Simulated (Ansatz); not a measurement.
Crystal: Bi.

```
CELL_PARAMETERS angstrom
-1.98143 1.98143 1.98143
1.98143 -1.98143 1.98143
1.98143 1.98143 -1.98143
ATOMIC_POSITIONS crystal
Bi 0.00000 0.00000 0.00000
```

This isn't the form of Bi at room conditions, which is rhombohedral.

- Program: Ansatz 0.2.0
- Task: relaxation of cell and atoms
- Functional: LDA
- Potentials or basis: Ansatz PAW
- Cutoff: 420 eV (not typed: the program's choice for these potentials)
- k mesh: 9 × 9 × 9
- Occupations: fermi-dirac, width 0.05 eV
- Spin: no spin polarisation

At the start: volume 31.12 Å³/atom.

Question: Where does the relaxation end?

Answer: It ends after 5 steps and the volume is 29.35 Å³/atom (-5.7 %); space group Im-3m (No. 229, to 0.05 Å).

Step by step:
```csv
step,energy change (eV),largest force (eV/Å),volume (Å³)
1,0.0000,0.0000,31.12
2,-0.0180,0.0000,28.85
3,-0.0195,0.0000,29.38
4,-0.0195,0.0000,29.35
5,-0.0192,0.0000,29.35
```

Final structure:
```
Bi
1.0
    -1.94308    1.94308    1.94308
     1.94308   -1.94308    1.94308
     1.94308    1.94308   -1.94308
Bi
1
Direct
  0.00000 0.00000 0.00000
```

Caveat: the plane-wave basis is chosen anew once the cell has moved, so the energies of steps on either side of that aren't comparable; the PAW data sets come from PBE, with cores solved anew for the run's functional, which leaves a small shift of forces and pressure.
